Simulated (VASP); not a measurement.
# ZnF2 (P4_2/mnm) in VASP: single point with PBE0

Aim: the single point of ZnF2 with PBE0.

All numbers are computed with VASP 6.6.1; they aren't measurements. Logs are shortened: lines on timing, memory, paths and dates and some standing lists are left out, and cuts for length are marked.

## Step 1: The structure

It takes space group P4_2/mnm (No. 136, tetragonal). The conventional cell has a = 4.718 Å, b = 4.718 Å, c = 3.139 Å, α = 90.00°, β = 90.00°, γ = 90.00°. Around Zn (site symmetry mmm) lie 6 F at 2.03 to 2.04 Å. F (site symmetry m2m) has 3 Zn at 2.03 to 2.04 Å as nearest neighbours.

## Step 2: Single point, PBE0

Contents of POSCAR:

```
ZnF2
1.0
    4.7182600000      0.0000000000      0.0000000000
    0.0000000000      4.7182600000      0.0000000000
    0.0000000000      0.0000000000      3.1387200000
Zn F
2 4
Direct
    0.0000000000      0.0000000000      0.0000000000
    0.5000000000      0.5000000000      0.5000000000
    0.3037300000      0.3037300000      0.0000000000
    0.1962700000      0.8037300000      0.5000000000
    0.6962700000      0.6962700000      0.0000000000
    0.8037300000      0.1962700000      0.5000000000
```

Contents of INCAR.step1:

```
SYSTEM = ZnF2
PREC = Accurate
ENCUT = 520
EDIFF = 1E-5
ISMEAR = 0
SIGMA = 0.02
LREAL = .FALSE.
LASPH = .TRUE.
NELM = 80
ALGO = Normal
ISIF = 2
LWAVE = .TRUE.
LCHARG = .FALSE.
GGA = PE
```

Contents of INCAR.step2:

```
SYSTEM = ZnF2
PREC = Accurate
ENCUT = 520
EDIFF = 1E-6
ISMEAR = 0
SIGMA = 0.02
LREAL = .FALSE.
LASPH = .TRUE.
NELM = 80
ALGO = Normal
ISIF = 2
LWAVE = .FALSE.
LCHARG = .FALSE.
GGA = PE
LHFCALC = .TRUE.
AEXX = 0.25
PRECFOCK = Fast
ISTART = 1
```

Contents of KPOINTS:

```
Automatic mesh
0
G
  4 4 6
  0 0 0
```

Potentials or basis: VASP PAW PBE potentials, release 64 (Zn, F).

Launch:

```console
$ cat potpaw_PBE.64/Zn/POTCAR potpaw_PBE.64/F/POTCAR > POTCAR
$ cp INCAR.step1 INCAR
$ mpirun -np 1 vasp_std > vasp.out
$ cp INCAR.step2 INCAR
$ mpirun -np 1 vasp_std > vasp.out
```

OUTCAR:

```text
SYSTEM = ZnF2
   PREC = Accurate
   ENCUT = 520
   EDIFF = 1E-6
   ISMEAR = 0
   LREAL = .FALSE.
   LASPH = .TRUE.
   NELM = 80
   ISIF = 2
   GGA = PE
   LHFCALC = .TRUE.
   AEXX = 0.25
   PRECFOCK = Fast
   ISTART = 1

 ion  position               nearest neighbor table
   1  0.000  0.000  0.000-   3 2.03   5 2.03   4 2.04   6 2.04   4 2.04   6 2.04
   2  0.500  0.500  0.500-   4 2.03   6 2.03   5 2.04   3 2.04   3 2.04   5 2.04
   3  0.304  0.304  0.000-   1 2.03   2 2.04   2 2.04
   4  0.196  0.804  0.500-   2 2.03   1 2.04   1 2.04
   5  0.696  0.696  0.000-   1 2.03   2 2.04   2 2.04
   6  0.804  0.196  0.500-   2 2.03   1 2.04   1 2.04

  LATTYP: Found a simple tetragonal cell.
 ALAT       =     4.7182600000
 C/A-ratio  =     0.6652282833

  Lattice vectors:

 A1 = (   4.7182600000,   0.0000000000,   0.0000000000)
 A2 = (   0.0000000000,   4.7182600000,   0.0000000000)
 A3 = (   0.0000000000,   0.0000000000,   3.1387200000)

Analysis of symmetry for initial positions (statically):
=====================================================================
 Subroutine PRICEL returns:
 Original cell was already a primitive cell.

 Routine SETGRP: Setting up the symmetry group for a
 simple tetragonal supercell.

 Subroutine GETGRP returns: Found 16 space group operations
 (whereof  8 operations were pure point group operations)
 out of a pool of 16 trial point group operations.

The static configuration has the point symmetry D_2h.
 The point group associated with its full space group is D_4h.

Analysis of symmetry for dynamics (positions and initial velocities):
=====================================================================
 Subroutine PRICEL returns:
 Original cell was already a primitive cell.

 Routine SETGRP: Setting up the symmetry group for a
 simple tetragonal supercell.

 Subroutine GETGRP returns: Found 16 space group operations
 (whereof  8 operations were pure point group operations)
 out of a pool of 16 trial point group operations.

The dynamic configuration has the point symmetry D_2h.
 The point group associated with its full space group is D_4h.

 Subroutine INISYM returns: Found 16 space group operations
 (whereof  8 operations are pure point group operations),
 and found     1 'primitive' translations

----------------------------------------------------------------------------------------

                                     Primitive cell

  volume of cell :      69.8741

  direct lattice vectors                    reciprocal lattice vectors
     4.718260000  0.000000000  0.000000000     0.211942538  0.000000000  0.000000000
     0.000000000  4.718260000  0.000000000     0.000000000  0.211942538  0.000000000
     0.000000000  0.000000000  3.138720000     0.000000000  0.000000000  0.318601213

  length of vectors
     4.718260000  4.718260000  3.138720000     0.211942538  0.211942538  0.318601213

  position of ions in fractional coordinates (direct lattice)
     0.000000000  0.000000000  0.000000000
     0.500000000  0.500000000  0.500000000
     0.303730000  0.303730000  0.000000000
     0.196270000  0.803730000  0.500000000
     0.696270000  0.696270000  0.000000000
     0.803730000  0.196270000  0.500000000

  ion indices of the primitive-cell ions
   primitive index   ion index
                 1           1
                 2           2
                 3           3
                 4           4
                 5           5
                 6           6

----------------------------------------------------------------------------------------

 KPOINTS: Automatic mesh

Automatic generation of k-mesh.
 Grid dimensions read from file:
 generate k-points for:    4    4    6

 Generating k-lattice:

  Cartesian coordinates                     Fractional coordinates (reciprocal lattice)
     0.052985635  0.000000000  0.000000000     0.250000000  0.000000000  0.000000000
     0.000000000  0.052985635  0.000000000     0.000000000  0.250000000  0.000000000
     0.000000000  0.000000000  0.053100202     0.000000000  0.000000000  0.166666667

  Length of vectors
     0.052985635  0.052985635  0.053100202

  Shift w.r.t. Gamma in fractional coordinates (k-lattice)
     0.000000000  0.000000000  0.000000000

 Subroutine IBZKPT returns following result:
 ===========================================

 Found     24 irreducible k-points:

 Following reciprocal coordinates:
            Coordinates               Weight
  0.000000  0.000000  0.000000      1.000000
  0.250000  0.000000  0.000000      4.000000
  0.500000  0.000000  0.000000      2.000000
  0.250000  0.250000  0.000000      4.000000
  0.500000  0.250000  0.000000      4.000000
  0.500000  0.500000  0.000000      1.000000
[... 16 lines left out ...]
  0.500000  0.250000  0.500000      4.000000
  0.500000  0.500000  0.500000      1.000000
   k-points           NKPTS =     24   k-points in BZ     NKDIM =     96   number of bands    NBANDS=     31
   number of dos      NEDOS =    301   number of ions     NIONS =      6
   total plane-waves  NPLWV =  31104
   dimension x,y,z NGX =    36 NGY =   36 NGZ =   24
   dimension x,y,z NGXF=    72 NGYF=   72 NGZF=   48
   ions per type =               2   4
   NGX,Y,Z   is equivalent  to a cutoff of  12.68, 12.68, 12.71 a.u.
   NGXF,Y,Z  is equivalent  to a cutoff of  25.37, 25.37, 25.42 a.u.
 SYSTEM =  ZnF2
   PREC   = accura    normal or accurate (medium, high low for compatibility)
   ISTART =      1    job   : 0-new  1-cont  2-samecut
   ICHARG =      0    charge: 1-file 2-atom 10-const
   ISPIN  =      1    spin polarized calculation?
   LNONCOLLINEAR =      F non collinear calculations
   LSORBIT =      F    spin-orbit coupling
   LASPH  =      T    aspherical Exc in radial PAW
   ENCUT  =  520.0 eV  38.22 Ry    6.18 a.u.   8.77  8.77  5.84*2*pi/ulx,y,z
   NELM   =     80;   NELMIN=  2; NELMDL=  0     # of ELM steps
   EDIFF  = 0.1E-05   stopping-criterion for ELM
   LREAL  =      F    real-space projection
   EDIFFG = 0.1E-04   stopping-criterion for IOM
   NSW    =      0    number of steps for IOM
   IBRION =     -1    ionic relax: 0-MD 1-quasi-New 2-CG
   NFREE  =      0    steps in history (QN), initial steepest desc. (CG)
   ISIF   =      2    stress and relaxation
   ISYM   =      3    0-nonsym 1-usesym 2-fastsym
   POTIM  = 0.5000    time-step for ionic-motion
   TEBEG  =    0.0;   TEEND  =   0.0 temperature during run
   PSTRESS=    0.0 pullay stress
   NELECT =      52.0000    total number of electrons
   NUPDOWN=      -1.0000    fix difference up-down
   EMIN   =  10.00;   EMAX   =-10.00  energy-range for DOS
   EFERMI =   0.00;   METHOD = LEGACY
   ISMEAR =     0;   SIGMA  =   0.02  broadening in eV -4-tet -1-fermi 0-gaus
   EFERMI_NEDOS =   21; number of points for ismear=-14 and -15
   IALGO  =     38    algorithm
   IMIX   =      1    mixing-type and parameters
     AMIX     =   0.40;   BMIX     =  1.00
     AMIX_MAG =   1.60;   BMIX_MAG =  1.00
  volume/ion in A,a.u.               =      11.65        78.59
  Fermi-wavevector in a.u.,A,eV,Ry     =   1.483556  2.803514 29.945571  2.200937
  Thomas-Fermi vector in A             =   2.597203
   LORBIT       =      0    0 simple, 1 ext, 2 COOP (PROOUT), +10 PAW based schemes
   GGA     = PE    functional components
   LHFCALC =     T    Hartree Fock is set to
   PRECFOCK=fast      Normal, Fast or Accurate (Low or Medium for compatibility)
   ENCUT4O =  -1.0   cutoff for four orbital integrals eV
   NKREDX  =     1    reduce k-point grid by
   NKREDY  =     1    reduce k-point grid by
   NKREDZ  =     1    reduce k-point grid by
   AEXX    =    0.2500 exact exchange contribution
   HFSCREEN=    0.0000 screening length (either q_TF or 0.3 A-1)
   HFSCREENC=   0.0000 screening length for correlation (either q_TF or 0.3 A-1)
   ENCUTFOCK=  -1.0 apply spherical cutoff to Coloumb kernel
   IVDW    =     0    specifies the selected vdW correction
   LEPSILON=     F    determine dielectric tensor
   LRPA    =     F    only Hartree local field effects (RPA)
 non-spin polarized calculation
 Gauss-broadening in eV      SIGMA  =   0.02
  energy-cutoff  :      520.00
  volume of cell :       69.87
 maximum number of plane-waves:      1904
 NGX is ok and might be reduce to    36
  NGX = 24; NGY = 24; NGZ = 14

 number of electron      51.9999963 magnetization

 Free energy of the ion-electron system (eV)
  ---------------------------------------------------
  ext. energy  EPLUGINS =         0.00000000
  ---------------------------------------------------
  free energy    TOTEN  =       -31.89696893 eV

  energy without entropy =      -31.89696893  energy(sigma->0) =      -31.89696893

 E-fermi :  -3.2846     XC(G=0):  -7.9804

 val. band max:       -3.4777104667   @ k =   0.5000   0.0000   0.5000
 cond. band min:       3.2862749828   @ k =   0.0000   0.0000   0.0000
 fundamental gap:      6.7639854495
 Fermi energy:        -3.2846203860

 k-point     1 :       0.0000    0.0000    0.0000
  band No.  band energies     occupation
      1     -26.7145      2.00000
      2     -25.9300      2.00000
      3     -25.9300      2.00000
      4     -25.9010      2.00000
      5      -9.6685      2.00000
      6      -9.2093      2.00000
[... 23 lines left out ...]
     30       9.5341      0.00000
     31      13.2485      0.00000

 k-point     2 :       0.2500    0.0000    0.0000
  band No.  band energies     occupation
      1     -26.6195      2.00000
      2     -26.1044      2.00000
      3     -25.9109      2.00000
      4     -25.8515      2.00000
      5      -9.3758      2.00000
      6      -9.0745      2.00000
[... 23 lines left out ...]
     30      10.4287      0.00000
     31      12.9875      0.00000

 k-point     3 :       0.5000    0.0000    0.0000
  band No.  band energies     occupation
      1     -26.3785      2.00000
      2     -26.3785      2.00000
      3     -25.8703      2.00000
      4     -25.8703      2.00000
      5      -8.8851      2.00000
      6      -8.8851      2.00000
[... 23 lines left out ...]
     30      10.4598      0.00000
     31      13.0471      0.00000

 k-point     4 :       0.2500    0.2500    0.0000
  band No.  band energies     occupation
      1     -26.5375      2.00000
      2     -26.1450      2.00000
      3     -25.9521      2.00000
      4     -25.8602      2.00000
      5      -9.4334      2.00000
      6      -8.8694      2.00000
[... 23 lines left out ...]
     30      10.4957      0.00000
     31      12.9962      0.00000

 k-point     5 :       0.5000    0.2500    0.0000
  band No.  band energies     occupation
      1     -26.3356      2.00000
      2     -26.3356      2.00000
      3     -25.9160      2.00000
      4     -25.9160      2.00000
      5      -9.2129      2.00000
      6      -9.2129      2.00000
[... 23 lines left out ...]
     30       9.7342      0.00000
     31      13.8317      0.00000
[... 542 lines left out ...]
     30      10.2316      0.00000
     31      14.0413      0.00000

 k-point    22 :       0.2500    0.2500    0.5000
  band No.  band energies     occupation
      1     -26.1274      2.00000
      2     -26.0959      2.00000
      3     -25.9375      2.00000
      4     -25.9041      2.00000
      5      -8.7192      2.00000
      6      -8.7133      2.00000
[... 23 lines left out ...]
     30      11.8639      0.00000
     31      12.3523      0.00000

 k-point    23 :       0.5000    0.2500    0.5000
  band No.  band energies     occupation
      1     -26.1002      2.00000
      2     -26.1002      2.00000
      3     -25.9308      2.00000
      4     -25.9308      2.00000
      5      -8.7574      2.00000
      6      -8.7574      2.00000
[... 23 lines left out ...]
     30      10.7079      0.00000
     31      12.7836      0.00000

 k-point    24 :       0.5000    0.5000    0.5000
  band No.  band energies     occupation
      1     -26.1060      2.00000
      2     -26.1060      2.00000
      3     -25.9222      2.00000
      4     -25.9222      2.00000
      5      -8.8515      2.00000
      6      -8.8515      2.00000
[... 23 lines left out ...]
     30      11.2806      0.00000
     31      12.4079      0.00000

------------------------ aborting loop because EDIFF is reached ----------------------------------------

  FORCE on cell =-STRESS in cart. coord.  units (eV):
  Direction    XX          YY          ZZ          XY          YZ          ZX
  --------------------------------------------------------------------------------------
  -------------------------------------------------------------------------------------
  Total        0.7502356      0.7502356      0.8451785      0.0000000      0.0000000      0.0000000
  in kB       17.2025148     17.2025148     19.3795059      0.0000000      0.0000000      0.0000000
  external PRESSURE =      17.9281785 kB  Pullay stress =       0.0000000 kB

 VOLUME and BASIS-vectors are now :
 -----------------------------------------------------------------------------
  energy-cutoff  :      520.00
  volume of cell :       69.87
      direct lattice vectors                 reciprocal lattice vectors
     4.718260000  0.000000000  0.000000000     0.211942538  0.000000000  0.000000000
     0.000000000  4.718260000  0.000000000     0.000000000  0.211942538  0.000000000
     0.000000000  0.000000000  3.138720000     0.000000000  0.000000000  0.318601213

 POSITION                                       TOTAL-FORCE (eV/Angst)
 -----------------------------------------------------------------------------------
      0.00000      0.00000      0.00000         0.000000      0.000000      0.000000
      2.35913      2.35913      1.56936         0.000000      0.000000      0.000000
      1.43308      1.43308      0.00000        -0.011538     -0.011538      0.000000
      0.92605      3.79221      1.56936         0.011538     -0.011538      0.000000
      3.28518      3.28518      0.00000         0.011538      0.011538      0.000000
      3.79221      0.92605      1.56936        -0.011538      0.011538      0.000000
 -----------------------------------------------------------------------------------
    total drift:                               -0.000009     -0.000008      0.000000

  FREE ENERGIE OF THE ION-ELECTRON SYSTEM (eV)
  ---------------------------------------------------
  free  energy   TOTEN  =       -31.8969689291 eV

  energy  without entropy=      -31.8969689291  energy(sigma->0) =      -31.89696893
```

Run time: 3.1 h. Hardware: 1 thread of Intel Xeon Platinum 8259CL at 2.50GHz (Skylake/Cascade Lake), shared host; peak memory 0.22 GiB.

What came out:

```
Free energy            : -31.8970 eV
Pressure               : 1.8 GPa
Largest force          : 0.016 eV/Å
Band gap on the k mesh : 6.76 eV, indirect (least direct gap 6.78 eV)
```

Forces on the atoms (eV/Å):
```
Zn   0.000  0.000  0.000
Zn   0.000  0.000  0.000
F   -0.012 -0.012  0.000
F    0.012 -0.012  0.000
F    0.012  0.012  0.000
F   -0.012  0.012  0.000
```

Caveat: the PAW data sets were made with another functional, which shifts forces and pressure a little. A k mesh can miss the band edges.
